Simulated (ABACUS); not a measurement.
Set up this calculation in ABACUS 3.10.1, as an ASE script.

```
Task                                          : single point
Functional                                    : rSCAN
Potentials or basis                           : SG15 ONCV 1.2 PBE
Cutoff                                        : 1279 eV
Density cutoff                                : 5116 eV
Basis                                         : plane waves
k mesh                                        : 5 × 5 × 5
Occupations                                   : fermi-dirac, width 0.05 eV
Spin                                          : no spin polarisation
Radial cutoff of the potentials (pseudo_rcut) : 10 bohr
SCF threshold on the density                  : 1e-08
Max SCF steps                                 : 100
Eigensolver                                   : dav
Mixing                                        : broyden
Mixing share                                  : 0.7
Symmetry key                                  : 1
Bands                                         : 19
```

The structure of GaP lies in GaP.cif:

```cif
data_GaP
_cell_length_a 5.45050000
_cell_length_b 5.45050000
_cell_length_c 5.45050000
_cell_angle_alpha 90.00000000
_cell_angle_beta 90.00000000
_cell_angle_gamma 90.00000000
_space_group_name_H-M_alt 'F-43m'
_space_group_name_Hall 'F -4 2 3'
_space_group_IT_number 216
loop_
_space_group_symop_operation_xyz
'x,y,z'
'y,-x,-z'
'-x,-y,z'
'-y,x,-z'
'x,-y,-z'
'y,x,z'
'-x,y,-z'
'-y,-x,z'
'z,x,y'
'-z,y,-x'
'z,-x,-y'
'-z,-y,x'
'-z,x,-y'
'z,y,x'
'-z,-x,y'
'z,-y,-x'
'y,z,x'
'-x,-z,y'
'-y,z,-x'
'x,-z,-y'
'-y,-z,x'
'x,z,y'
'y,-z,-x'
'-x,z,-y'
'x,y+1/2,z+1/2'
'y,-x+1/2,-z+1/2'
'-x,-y+1/2,z+1/2'
'-y,x+1/2,-z+1/2'
'x,-y+1/2,-z+1/2'
'y,x+1/2,z+1/2'
'-x,y+1/2,-z+1/2'
'-y,-x+1/2,z+1/2'
'z,x+1/2,y+1/2'
'-z,y+1/2,-x+1/2'
'z,-x+1/2,-y+1/2'
'-z,-y+1/2,x+1/2'
'-z,x+1/2,-y+1/2'
'z,y+1/2,x+1/2'
'-z,-x+1/2,y+1/2'
'z,-y+1/2,-x+1/2'
'y,z+1/2,x+1/2'
'-x,-z+1/2,y+1/2'
'-y,z+1/2,-x+1/2'
'x,-z+1/2,-y+1/2'
'-y,-z+1/2,x+1/2'
'x,z+1/2,y+1/2'
'y,-z+1/2,-x+1/2'
'-x,z+1/2,-y+1/2'
'x+1/2,y,z+1/2'
'y+1/2,-x,-z+1/2'
'-x+1/2,-y,z+1/2'
'-y+1/2,x,-z+1/2'
'x+1/2,-y,-z+1/2'
'y+1/2,x,z+1/2'
'-x+1/2,y,-z+1/2'
'-y+1/2,-x,z+1/2'
'z+1/2,x,y+1/2'
'-z+1/2,y,-x+1/2'
'z+1/2,-x,-y+1/2'
'-z+1/2,-y,x+1/2'
'-z+1/2,x,-y+1/2'
'z+1/2,y,x+1/2'
'-z+1/2,-x,y+1/2'
'z+1/2,-y,-x+1/2'
'y+1/2,z,x+1/2'
'-x+1/2,-z,y+1/2'
'-y+1/2,z,-x+1/2'
'x+1/2,-z,-y+1/2'
'-y+1/2,-z,x+1/2'
'x+1/2,z,y+1/2'
'y+1/2,-z,-x+1/2'
'-x+1/2,z,-y+1/2'
'x+1/2,y+1/2,z'
'y+1/2,-x+1/2,-z'
'-x+1/2,-y+1/2,z'
'-y+1/2,x+1/2,-z'
'x+1/2,-y+1/2,-z'
'y+1/2,x+1/2,z'
'-x+1/2,y+1/2,-z'
'-y+1/2,-x+1/2,z'
'z+1/2,x+1/2,y'
'-z+1/2,y+1/2,-x'
'z+1/2,-x+1/2,-y'
'-z+1/2,-y+1/2,x'
'-z+1/2,x+1/2,-y'
'z+1/2,y+1/2,x'
'-z+1/2,-x+1/2,y'
'z+1/2,-y+1/2,-x'
'y+1/2,z+1/2,x'
'-x+1/2,-z+1/2,y'
'-y+1/2,z+1/2,-x'
'x+1/2,-z+1/2,-y'
'-y+1/2,-z+1/2,x'
'x+1/2,z+1/2,y'
'y+1/2,-z+1/2,-x'
'-x+1/2,z+1/2,-y'
loop_
_atom_site_label
_atom_site_type_symbol
_atom_site_symmetry_multiplicity
_atom_site_Wyckoff_symbol
_atom_site_fract_x
_atom_site_fract_y
_atom_site_fract_z
_atom_site_occupancy
Ga1 Ga 4 a 0.0000000000 0.0000000000 0.0000000000 1
P1 P 4 c 0.2500000000 0.2500000000 0.2500000000 1
```

One way to write it, as run:

run_abacus.py

```python
"""ABACUS run from a structure file: ASE reads it, the script writes STRU, KPT and INPUT."""
import re
import subprocess
import spglib
from ase import Atoms
from ase.io import read
from ase.units import Bohr

atoms = read("GaP.cif")
cell, frac, numbers = spglib.standardize_cell((atoms.cell[:], atoms.get_scaled_positions(), atoms.numbers), to_primitive=True, symprec=1e-4)
atoms = Atoms(numbers=numbers, cell=cell, scaled_positions=frac, pbc=True)  # the primitive cell
atoms = atoms[(-atoms.numbers).argsort(kind="stable")]  # ABACUS lists atoms element by element
pseudo = {'Ga': 'Ga_ONCV_PBE-1.2.upf', 'P': 'P_ONCV_PBE-1.2.upf'}
orbital = {}
magmoms = None
kmesh = [5, 5, 5]
params = {
    'suffix': 'GaP',
    'calculation': 'scf',
    'basis_type': 'pw',
    'pseudo_dir': './',
    'symmetry': 1,
    'dft_functional': 'MGGA_X_RSCAN+MGGA_C_RSCAN',
    'ecutwfc': 94,
    'pseudo_rcut': 10,
    'nspin': 1,
    'nbands': 19,
    'ks_solver': 'dav',
    'smearing_method': 'fd',
    'smearing_sigma': 0.00367493,
    'scf_thr': 1e-08,
    'scf_nmax': 100,
    'mixing_type': 'broyden',
    'mixing_beta': 0.7,
    'cal_force': 1,
    'cal_stress': 1,
    'mixing_tau': 1,
    'out_chg': 1,
    'kpar': 4,
}

symbols = atoms.get_chemical_symbols()
elements = list(dict.fromkeys(symbols))
lines = ["ATOMIC_SPECIES"] + [f"{e} {atoms.get_masses()[symbols.index(e)]:.4f} {pseudo[e]}" for e in elements]
if orbital:
    lines += ["", "NUMERICAL_ORBITAL"] + [orbital[e] for e in elements]
lines += ["", "LATTICE_CONSTANT", f"{1 / Bohr:.10f}", "", "LATTICE_VECTORS"]
lines += [" ".join(f"{x:.10f}" for x in v) for v in atoms.cell]
lines += ["", "ATOMIC_POSITIONS", "Direct"]
for e in elements:
    lines += ["", e, "0.0", str(symbols.count(e))]
    for i, p in enumerate(atoms.get_scaled_positions(wrap=False)):
        if symbols[i] == e:
            mag = "" if magmoms is None else " mag " + " ".join(str(x) for x in (magmoms[i] if isinstance(magmoms[i], list) else [magmoms[i]]))
            lines.append(" ".join(f"{x:.10f}" for x in p) + " 1 1 1" + mag)
open("STRU", "w").write("\n".join(lines) + "\n")
open("KPT", "w").write("K_POINTS\n0\nGamma\n%d %d %d 0 0 0\n" % tuple(kmesh))
open("INPUT", "w").write("INPUT_PARAMETERS\n" + "".join(f"{k:<20s}{v}\n" for k, v in params.items()))

done = subprocess.run(['mpirun', '-np', '4', 'abacus'])
if done.returncode:
    raise SystemExit(done.returncode)
log = open("OUT.GaP/running_scf.log").read()
print("final energy (eV):", re.findall(r"FINAL_ETOT_IS (\S+)", log))
```

Potentials or basis: SG15 ONCV 1.2 PBE, plane waves.

Run with:

```console
$ OMP_NUM_THREADS=1 python run_abacus.py > log
```

Results of the run:

The pressure is -1.5 GPa and the band gap on the k mesh is 1.81 eV, indirect (least direct gap 1.98 eV).

Caveat: the potentials were made for another functional, which shifts forces and pressure; an odd mesh through Γ misses points on the zone boundary, where band edges often lie.

Wall time 24 s on 4 MPI ranks on Intel(R) Xeon(R) Platinum 8259CL CPU @ 2.50GHz (Skylake/Cascade Lake) (shared host), peak memory 0.4 GiB a rank.
